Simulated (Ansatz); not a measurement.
## Formation energy of BAs

Computed with Ansatz (plane waves, PAW, 420 eV cutoff): PBE, scalar-relativistic, no spin polarisation, Γ-centred 12×12×12 mesh, 0.05 eV Gaussian smearing; PAW files: Ansatz's generated set soft_2.

The chain of runs began from a cell as deposited in COD, expanded in volume.

Symmetry: F-43m, No. 216, cubic system. Conventional cell: a = 4.808 Å, b = 4.808 Å, c = 4.808 Å, α = 90.00°, β = 90.00°, γ = 90.00°. B (site symmetry -43m) is surrounded by 4 As at 2.08 Å. As (site symmetry -43m) is surrounded by 4 B at 2.08 Å. (Shells end 15 % past the nearest neighbour.)

The elements were computed in their standard states with the same datasets, cutoff and functional. Absolute energies hang on the potentials; compare differences alone.

Energy of the relaxed cell (2 atoms, smearing extrapolated to zero): -5012.105 eV. Elements, in eV/atom: B -155.914, As -4856.136.

Task: What is the formation energy?

Result: [-5012.105 − (1 × -155.914 + 1 × -4856.136)] / 2 = -0.03 eV/atom, or -3 kJ per mole of atoms.

The value is for 0 K, without zero-point energy. A negative value shows stability against the elements alone, not against other compounds or structures.

